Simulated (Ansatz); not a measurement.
A (001) slab of HfSi$_{2}$ (Cmcm (No. 63)), 8 planes, outer planes HfSi2 (top) and HfSi2 (bottom), with 24 atoms (Hf8Si16) in a surface cell of A = 26.870 Å², as cut from the bulk:

```xyz
24
Lattice="3.6821 0.0000 0.0000 -1.8411 7.2975 0.0000 0.0000 0.0000 27.8071" Properties=species:S:1:pos:R:3 pbc="T T T"
Hf    0.0000    1.5394    7.5000
Si    1.8411    3.6442    7.5000
Si    0.0000    6.5058    7.5000
Hf    1.8411    5.7580    9.3296
Si    0.0000    3.6533    9.3296
Si    1.8411    0.7916    9.3296
Hf    0.0000    1.5394   11.1592
Si    1.8411    3.6442   11.1592
Si    0.0000    6.5058   11.1592
Hf    1.8411    5.7580   12.9888
Si    0.0000    3.6533   12.9888
Si    1.8411    0.7916   12.9888
Hf    0.0000    1.5394   14.8184
Si    1.8411    3.6442   14.8184
Si    0.0000    6.5058   14.8184
Hf    1.8411    5.7580   16.6479
Si    0.0000    3.6533   16.6479
Si    1.8411    0.7916   16.6479
Hf    0.0000    1.5394   18.4775
Si    1.8411    3.6442   18.4775
Si    0.0000    6.5058   18.4775
Hf    1.8411    5.7580   20.3071
Si    0.0000    3.6533   20.3071
Si    1.8411    0.7916   20.3071
```

Theory: DFT PBE, scalar-relativistic, plane waves, PAW in Ansatz 0.2.0. Cutoff 420 eV; k points 10×5×1 on the computed 24-atom cell (Γ-centred); Gaussian smearing, width 0.10 eV; no spin polarisation.

Against the same 24 atoms in the bulk, the slab as cut lies 5.423 eV higher and the relaxed slab 4.787 eV higher.

Question: Work out the surface energy before and after relaxation.

Answer: The slab has two faces, so γ = (E_slab − N·E_bulk)/(2A), the mean of both. As cut: 5.423/(2 × 26.870) = 0.1009 eV/Å², and 1 eV/Å² = 16.02 J/m², so γ = 1.62 J/m². Relaxed: 4.787/(2 × 26.870) = 0.0891 eV/Å² = 1.43 J/m². Relaxation recovers 12 % of the cost of cutting.

Question: What is the ideal work of this cut, per area?

Answer: Griffith's ideal work is 2γ: 3.23 J/m² if the new faces stay rigid, 2.85 J/m² if they relax. One thickness was run, 8 planes, so γ can still shift with it.